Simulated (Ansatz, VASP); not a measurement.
# Fe: VASP beside Ansatz

```xyz
1
Lattice="-1.4430 1.4430 1.4430 1.4430 -1.4430 1.4430 1.4430 1.4430 -1.4430" Properties=species:S:1:pos:R:3 pbc="T T T"
Fe    0.0000    0.0000    0.0000
```

Alike in both runs: task single point; functional PBE; k mesh 13 × 13 × 13; occupations gaussian, width 0.015 eV; collinear spin.

```csv
,VASP,Ansatz
version,VASP 6.6.1,Ansatz 0.2.0
potentials or method,"VASP PAW PBE potentials, release 64 (Fe), cutoff 520 eV","all-electron LAPW, scalar-relativistic"
```

Ansatz gave:

```
gap on the k mesh at the Fermi level (eV)                     : none
pressure (GPa)                                                : -9.8
net moment per atom (μB)                                      : 2.24
size of the moment on the site where the two differ most (μB) : 2.31
```

Problem. What did VASP give for the same quantities?

Solution. gap on the k mesh at the Fermi level (eV): none; pressure (GPa): -9.4; net moment per atom (μB): 2.28; size of the moment on the site where the two differ most (μB): 2.29.

Site moments also hang on the region over which each program counts them. A gap of «none» marks a metal or a gap that the smearing closes. Ansatz ran all-electron here, so the differences hold the error of VASP's frozen core and of both bases.
